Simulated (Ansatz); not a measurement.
# Ionic part of the dielectric constant of BN at 25 GPa, mode by mode

These are results of DFT PBE, scalar-relativistic, plane waves, PAW (Ansatz), not measurements. Cutoff 420 eV, 12×12×12 k-points (Γ-centred), fixed occupations. No spin polarisation. Phonons by linear response, acoustic sum rule imposed.

It takes space group F-43m (No. 216, cubic). Conventional cell: a = 3.553 Å, b = 3.553 Å, c = 3.553 Å, α = 90.00°, β = 90.00°, γ = 90.00°. B (site symmetry -43m) is surrounded by 4 N at 1.54 Å. N (site symmetry -43m) has 4 B at 1.54 Å as nearest neighbours.

The primitive cell has V = 11.21 Å³ and ε∞,xx = 4.556. Each polar mode adds Δε = (4.92064×10⁷/V)·S/ν² along x, with S its oscillator strength in e²/amu, ν in cm⁻¹ and V in Å³.

Question: From these modes, find each Δε and ε0,xx.
| ν (cm⁻¹) | S_xx (e²/amu) |
| --- | --- |
| 1105.2 | 0.5829 |

Answer:
| ν (cm⁻¹) | Δε |
| --- | --- |
| 1105.2 | 2.09 |

The sum is 2.095, so ε0,xx = 6.65; the run's tensor has 6.65.

Question: Where do the longitudinal modes lie for a wave vector along x?

Answer: At 1335 cm⁻¹. The Lyddane–Sachs–Teller product Π(ν_LO/ν_TO)² = 1.46 matches ε0/ε∞ = 1.46.

Cost: 1 run of about 0.17 core-minutes, on Intel Xeon Platinum 8375C (Ice Lake) (shared hosts).

The static dielectric response of cubic BN at this pressure is mainly electronic: ε∞ is 4.556, and the lattice adds 2.09 through its single polar optical mode. Cubic symmetry makes this response the same in every direction. The B–N bond is polar enough to give the mode a sizeable dynamical charge, but it is also short, strongly covalent and stiff, so a static field displaces the two sublattices only slightly. The light atoms explain the high frequency but not the modest ionic term, because the reduced mass cancels in S/ν², leaving the squared effective charge over the force constant.

The same charge produces the macroscopic field that lifts the longitudinal mode from 1105.2 to 1335 cm⁻¹, with electronic screening limiting the shift. The Lyddane–Sachs–Teller agreement therefore shows internal consistency and is no independent test of the frequencies or the permittivity. With only one pressure computed, the separate effects of compression on bond stiffness, effective charge and electronic screening remain undetermined.
